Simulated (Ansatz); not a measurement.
# Bi2Se3: the cost of one run

Method: DFT PBEsol, scalar-relativistic, in Ansatz 0.2.0.

### Step 1. The starting structure

Symmetry: R-3m, No. 166, trigonal system. The conventional cell has a = 4.143 Å, b = 4.143 Å, c = 28.636 Å, α = 90.00°, β = 90.00°, γ = 120.00°. Bi (site symmetry 3m) is surrounded by 6 Se at 2.85 to 3.07 Å. Se (site symmetry -3m) has 6 Bi at 3.07 Å as nearest neighbours. Around Se (site symmetry 3m) lie 3 Bi at 2.85 Å.

As a file:

```cif
data_structure
_symmetry_space_group_name_H-M 'P 1'
_symmetry_Int_Tables_number 1
_cell_length_a 9.8405
_cell_length_b 9.8405
_cell_length_c 9.8405
_cell_angle_alpha 24.304
_cell_angle_beta 24.304
_cell_angle_gamma 24.304
_cell_volume 141.89
loop_
_atom_site_label
_atom_site_type_symbol
_atom_site_fract_x
_atom_site_fract_y
_atom_site_fract_z
_atom_site_occupancy
Bi1 Bi 0.40080 0.40080 0.40080 1
Bi2 Bi 0.59920 0.59920 0.59920 1
Se1 Se 0.00000 0.00000 0.00000 1
Se2 Se 0.21170 0.21170 0.21170 1
Se3 Se 0.78830 0.78830 0.78830 1
```

Atoms are numbered in the order of the input: Bi1, Bi2, Se3, Se4, Se5.

### Step 2. The deformed structure

Space group R-3m before, P-1 after.

### Step 3. All-electron LAPW

input.yaml reads:

```yaml
crystal:
  lattice:
    - [1.9103796366, 1.0217282372, 9.4963178004]
    - [-2.232618957, 1.083873216, 9.5584627793]
    - [-0.1073005297, -2.5351413033, 9.5812094203]
  atoms:
    - { symbol: Bi, position: [0.4008, 0.4008, 0.4008] }
    - { symbol: Bi, position: [0.5992, 0.5992, 0.5992] }
    - { symbol: Se, position: [0.0, 0.0, 0.0] }
    - { symbol: Se, position: [0.2117, 0.2117, 0.2117] }
    - { symbol: Se, position: [0.7883, 0.7883, 0.7883] }
kpoints:
  mp_grid: { grid: [6, 6, 6] }
  band_path:
    path:
      - [0.0, 0.0, 0.0]
      - [0.0, 0.0, -0.5]
      - [0.5, 0.5, 0.5]
      - [0.0, 0.0, 0.0]
      - [0.0, -0.5, 0.0]
      - [0.5, 0.0, 0.0]
      - [0.0, 0.0, 0.0]
      - [0.5, 0.0, 0.5]
      - [0.0, -0.5, -0.5]
    npoints: 5
scf:
  occupations: { method: fermi_dirac, width: 0.03 }
hamiltonian:
  xc: pbesol
  pseudopotentials: { kind: all_electron, lapw: { basis_error: 0.0005 } }
output:
  forces: true
  stress: true
  eigenvalues: true
```

Launch:

```sh
ansatz run input.yaml --threads 2 --pin off --max-ram 8192MiB --backend cpu --events-out ev --progress --plain --runs-dir out
```

**Question.** How long does this run take on 2 threads of Intel Xeon 6975P-C (Granite Rapids), shared host, and how much memory does it need?

About 2.5 min, with a peak of 1.9 GiB.
